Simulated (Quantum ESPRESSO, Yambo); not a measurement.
# Quasiparticle gap of GaAs (F-43m) in Yambo, part 2 of 3

How does a plane-wave GW calculation on GaAs (F-43m) run from the first input to the gap?

Quantum ESPRESSO 7.5 and Yambo 5.3.0; PBE and many-body steps on it, plane waves. Known limits of the many-body steps: not at the basis limit; exchange with frozen shells missing; no spin-orbit coupling; coarse k mesh.

So far. Step 2 (Ground state): The gap is direct, at Γ. Step 3 (Bands along the symmetry lines): The gap is 0.514 eV, as in the run before at this level.

### Step 4. Empty states on the mesh, 4×4×4 mesh, 116 bands

Level of this step: DFT, PBE, plane waves, norm-conserving pseudopotentials (Quantum ESPRESSO).

The sums over transitions need many empty states on a uniform mesh; this step solves for them.

File pw.in:

```
&control
  calculation = 'nscf'
  prefix = 'x'
  outdir = 'o'
  pseudo_dir = 'pseudo'
/
&system
  ibrav = 0
  nat = 2
  ntyp = 2
  ecutwfc = 76.0
  nbnd = 116
  force_symmorphic = .true.
/
&electrons
  conv_thr = 1e-9
  electron_maxstep = 80
  diago_full_acc = .true.
  diago_thr_init = 5e-6
/
ATOMIC_SPECIES
  Ga 69.723 Ga.upf
  As 74.922 As.upf
CELL_PARAMETERS angstrom
  0.0000000000 2.8268500000 2.8268500000
  2.8268500000 0.0000000000 2.8268500000
  2.8268500000 2.8268500000 0.0000000000
ATOMIC_POSITIONS crystal
  Ga 0.0000000000 0.0000000000 0.0000000000
  As 0.2500000000 0.2500000000 0.2500000000
K_POINTS automatic
  4 4 4 0 0 0
```

Command:

```bash
OMP_NUM_THREADS=1 mpirun -n 4 pw.x -nk 4 -in pw.in > pw.out
```

Log:

```text
[banner, memory and clock lines left out]
Program PWSCF v.7.5 starts

     Atomic positions and unit cell read from directory:
     o/x.save/

     Message from routine setup:
     using ibrav=0 with symmetry is DISCOURAGED, use correct ibrav instead

     G-vector sticks info

     bravais-lattice index     =            0
     lattice parameter (alat)  =       7.5547  a.u.
     unit-cell volume          =     304.8842 (a.u.)^3
     number of atoms/cell      =            2
     number of atomic types    =            2
     number of electrons       =        28.00
     number of Kohn-Sham states=          116
     kinetic-energy cutoff     =      76.0000  Ry
     charge density cutoff     =     304.0000  Ry
     Exchange-correlation= PBE
                           (   1   4   3   4   0   0   0)

     celldm(1)=   7.554690  celldm(2)=   0.000000  celldm(3)=   0.000000
     celldm(4)=   0.000000  celldm(5)=   0.000000  celldm(6)=   0.000000

     crystal axes: (cart. coord. in units of alat)
               a(1) = (   0.000000   0.707107   0.707107 )
               a(2) = (   0.707107   0.000000   0.707107 )
               a(3) = (   0.707107   0.707107   0.000000 )

     reciprocal axes: (cart. coord. in units 2 pi/alat)
               b(1) = ( -0.707107  0.707107  0.707107 )
               b(2) = (  0.707107 -0.707107  0.707107 )
               b(3) = (  0.707107  0.707107 -0.707107 )
     Pseudo is Norm-conserving + core correction, Zval = 13.0
     Generated using ONCVPSP code by D. R. Hamann
     Using radial grid of 1902 points,  6 beta functions with:
     Pseudo is Norm-conserving + core correction, Zval = 15.0
     Generated using ONCVPSP code by D. R. Hamann
     Using radial grid of 1358 points,  6 beta functions with:
     Ga               13.00    69.72300     Ga( 1.00)
     As               15.00    74.92200     As( 1.00)

     24 Sym. Ops. (no inversion) found

   Cartesian axes

     site n.     atom                  positions (alat units)
         1        Ga     tau(   1) = (   0.0000000   0.0000000   0.0000000  )
         2        As     tau(   2) = (   0.3535534   0.3535534   0.3535534  )

     number of k points=     8
                       cart. coord. in units 2pi/alat
        k(    1) = (   0.0000000   0.0000000   0.0000000), wk =   0.0312500
        k(    2) = (   0.1767767   0.1767767  -0.1767767), wk =   0.2500000
        k(    3) = (  -0.3535534  -0.3535534   0.3535534), wk =   0.1250000
[...]
k(    7) = (  -0.7071068   0.0000000   0.0000000), wk =   0.0937500
        k(    8) = (  -0.7071068   0.3535534   0.0000000), wk =   0.1875000

     Dense  grid:    27317 G-vectors     FFT dimensions: (  45,  45,  45)

     The potential is recalculated from file :
     o/x.save/charge-density

     Starting wfcs are   18 randomized atomic wfcs +   98 random wfcs

     Band Structure Calculation

     End of band structure calculation

          k = 0.0000 0.0000 0.0000 (  3479 PWs)   bands (ev):

   -26.4007 -26.4007 -26.4007 -26.3913 -26.3913  -6.0158  -6.0158  -6.0158
    -5.9387  -5.9387  -3.9193   8.8080   8.8080   8.8080   9.3217  12.5467
    12.5467  12.5467  16.4118  18.9704  18.9704  20.3877  20.3877  20.3877
[...]
[... 3 further rows ...]
[...]
95.4419  95.4419  95.9934  95.9934

          k = 0.1768 0.1768-0.1768 (  3416 PWs)   bands (ev):

[...]
[... 3 further rows ...]
[...]
99.2039  99.3823  99.9938  99.9938

          k =-0.3536-0.3536 0.3536 (  3426 PWs)   bands (ev):

[...]
68.8713  69.6698  71.9647  71.9647  72.2720  72.2720  72.8241  73.2306
     [... 3 further rows ...]
    95.1102  95.1102  95.6113  95.6113  95.7373  95.9313  96.2723  96.2723
    97.0175  97.0175  97.5774  99.6722

          k = 0.3536 0.0000 0.0000 (  3399 PWs)   bands (ev):

     [... further k-points ...]

     highest occupied, lowest unoccupied level (ev):     8.8080    9.3217

     XML data file, pseudopotentials, collected wavefunctions
```

Elapsed: 7.6 s, on 4 MPI ranks of Arm Neoverse V1, shared host; peak memory 0.33 GiB.

Numbers from this step:

| Quantity | Value |
| --- | --- |
| gap | 0.5137 eV |
| k of the valence top | 0, 0, 0 |
| k of the conduction bottom | 0, 0, 0 |
| least direct gap | 0.5137 eV |
| k points computed | 8 |
| lowest point of the top converged band, above the valence top | 87.1854 eV |

On this mesh the gap is 0.514 eV.

### Step 5. Conversion and set-up

This step: Yambo 5.3.0; conversion and set-up on PBE, plane waves, norm-conserving pseudopotentials.

The states are converted to the many-body program's format and the q mesh is built.

Command:

```bash
(cd o/x.save; p2y > p2y.log; mv SAVE ../..); yambo > setup.log
```

Log:

```text
 Yambo, version 5.3.0

 [02] CORE Variables Setup
 =========================

  [02.01] Unit cells
  ==================

  Cell kind             :  FCC
  Atoms in the cell     :  Ga  As
  number of Ga atoms    :  1
  number of As atoms    :  1

  List of atomic masses
  Mass of Ga    :  69.72300
  Mass of As    :  74.92200

  List of atomic coordinates    : [cc]
  Ga1       :  0.000000  0.000000  0.000000  order 1
  As1       :  2.670986  2.670986  2.670986  order 2

  Alat factors          :  5.341972  5.341972  5.341972 [a.u.]
  Direct lattice volume :  304.8842 [a.u.]
  Direct lattice vectors:  A[ 1 ]  A[ 2 ]  A[ 3 ]
   A[ 1 ]:  0.000000  1.000000  1.000000  [iru]
   0.000000  5.341972  5.341972  [cc]
   A[ 2 ]:  1.000000  0.000000  1.000000  [iru]
   5.341972  0.000000  5.341972  [cc]
   A[ 3 ]:  1.000000  1.000000  0.000000  [iru]
   5.341972  5.341972  0.000000  [cc]

  Recip. lattice volume :  0.813588 [a.u.]
  Recip. lattice vectors:  B[ 1 ]  B[ 2 ]  B[ 3 ]
   B[ 1 ]: -0.500000  0.500000  0.500000  [iku]
  -0.588096  0.588096  0.588096  [cc]
   B[ 2 ]:  0.500000 -0.500000  0.500000  [iku]
   0.588096 -0.588096  0.588096  [cc]
   B[ 3 ]:  0.500000  0.500000 -0.500000  [iku]
   0.588096  0.588096 -0.588096  [cc]

  [02.02] Symmetries
  ==================

  Inversion symmetry    : yes
  Spatial inversion     : no
  Inversion index       :  25
  K-space Time-reversal : yes
  Magnetic symmetries   : no
  Time-reversal derived K-space symmetries:   25   48
  Group table correct   : yes
  Symmetries units      :  [cc]

   [S  1]:   1.0000      0.14712E-16  0.14712E-16  0.14712E-16   1.0000     -0.14712E-16 -0.14712E-16 -0.14712E-16   1.0000
   [S  2]:  -1.0000     -0.14712E-16  0.14712E-16 -0.14712E-16  -1.0000     -0.14712E-16  0.14712E-16  0.14712E-16   1.0000
   [S  3]:  -1.0000      0.14712E-16 -0.14712E-16 -0.14712E-16   1.0000      0.14712E-16  0.14712E-16 -0.14712E-16  -1.0000
[...]
[S  9]:  0.14712E-16   1.0000      0.14712E-16 -0.14712E-16  0.14712E-16   1.0000       1.0000     -0.14712E-16 -0.14712E-16
   [S 10]:  0.14712E-16  -1.0000     -0.14712E-16 -0.14712E-16 -0.14712E-16  -1.0000       1.0000      0.14712E-16  0.14712E-16
     [... 36 further rows ...]
   [S*47]:   1.0000      0.14712E-16 -0.14712E-16  0.14712E-16 -0.14712E-16  -1.0000     -0.14712E-16   1.0000      0.14712E-16
   [S*48]:   1.0000     -0.14712E-16  0.14712E-16  0.14712E-16  0.14712E-16   1.0000     -0.14712E-16  -1.0000     -0.14712E-16

  [02.03] Reciprocal space
  ========================

  nG shells         :  296
  nG charge         :  27317
  nG WFs            :   4210
  nC WFs            :   3479
  G-vecs. in first 29 shells:  [ Number ]
     1    9   15   27   51   59   65   89  113
    137   169   181   229   259   283   307   331   339
    387   411   459   531   537   561   609   645   701
    725   749
  ...
  Shell energy in first 29 shells:  [ mHa ]
[...]
K/Q-points units:
  rlu = crystal or reduced units; cc = cartesian coordinates; iku = interal k-units

  K [1]          [rlu]:  0.000000  0.000000  0.000000
         WF components:   3479
  K [2]          [rlu]: -0.91587E-18 -0.91587E-18  0.25000
         WF components:   3416
  K [3]          [rlu]:  0.18317E-17  0.18317E-17 -0.50000
         WF components:   3426
  K [4]          [rlu]: -0.26116E-17  0.25000      0.25000
         WF components:   3399
  K [5]          [rlu]:  0.18030E-16  0.25000     -0.50000
         WF components:   3415
  [... 2 further k-points ...]
  K [8]          [rlu]:  0.250000 -0.500000 -0.250000
         WF components:   3400

  [02.05] Energies & Occupations
  ==============================

  [X] === General ===
  [X] Electronic Temperature                        :  0.000000  0.000000 [eV K]
  [X] Bosonic    Temperature                        :  0.000000  0.000000 [eV K]
  [X] Finite Temperature mode                       : no
  [X] El. density                                   :  0.61975E+24 [cm-3]
  [X] Fermi Level                                   :  8.808015 [eV]

  [X] === Gaps and Widths ===
  [X] Conduction Band Min                           :  0.513686 [eV]
  [X] Valence Band Max                              :  0.000000 [eV]
  [X] Filled Bands                                  :  14
  [X] Empty Bands                                   :   15  116
  [X] Direct Gap                                    :  0.513686 [eV]
  [X] Direct Gap localized at k                     :  1
  [X] Indirect Gap                                  :  0.513686 [eV]
  [X] Indirect Gap between kpts                     :  1  1
  [X] Last valence band width                       :  3.339526 [eV]
  [X] 1st conduction band width                     :  4.109682 [eV]

  E @ K [1]:  [eV]
  -35.20871 -35.20871 -35.20871 -35.19928 -35.19928 -14.82380 -14.82380 -14.82380
   -14.7467     -14.7467     -12.7273    -0.212764E-8 -0.101958E-8   0.00000     0.513686      3.73871
    3.73871   3.73871   7.60379  10.16235  10.16235  11.57973  11.57973  11.57973
[...]
occ @ K [1]
[...]
E @ K [2]:  [eV]
[...]
occ @ K [2]
[...]
E @ K [3]:  [eV]
[...]
occ @ K [3]
[...]
E @ K [4]:  [eV]
[...]
occ @ K [4]
[...]
E @ K [5]:  [eV]
[...]
occ @ K [5]
[...]
[... 2 further k-points ...]
  E @ K [8]:  [eV]
[...]
occ @ K [8]
[...]
0.000000  0.000000  0.000000  0.000000  0.000000  0.000000  0.000000  0.000000
   0.000000  0.000000  0.000000  0.000000  0.000000  0.000000  0.000000  0.000000

 [03] Transferred momenta grid and indexing
 ==========================================

 IBZ Q-points                                      :   8
 BZ  Q-points                                      :   64

 K/Q-points units:
 rlu = crystal or reduced units; cc = cartesian coordinates; iku = interal k-units

 Q [1]          [rlu]:  0.000000  0.000000  0.000000
 Q [2]          [rlu]: -0.91587E-18 -0.91587E-18  0.25000
 Q [3]          [rlu]:  0.18317E-17  0.18317E-17 -0.50000
[...]
Q [7]          [rlu]:  0.52231E-17 -0.50000     -0.50000
 Q [8]          [rlu]:  0.250000 -0.500000 -0.250000

  [03.01] X indexes
  =================

   [03.01.01] Sigma indexes
   ========================

 [06] Game Over & Game summary
```

Run time: 2.6 s. Hardware: 1 MPI rank; peak memory 0.25 GiB.

(Part 2 of 3 ends here.)

[Paths, hosts, dates, memory and timing lines, banners, echoed tables and standing remarks are left out of the program output.]

[Logs are printed without paths, hosts, clocks, repeated set-up lines and the standing remarks that a program may print on its own settings, such as how far it seeks lower states.]

[Runs of the session that timed out or met a known fault of the program may be left out.]

[Hosts, paths, dates, database ids (printed as entryN), source tags and the programs' standing remarks are cut or masked in the printed files.]
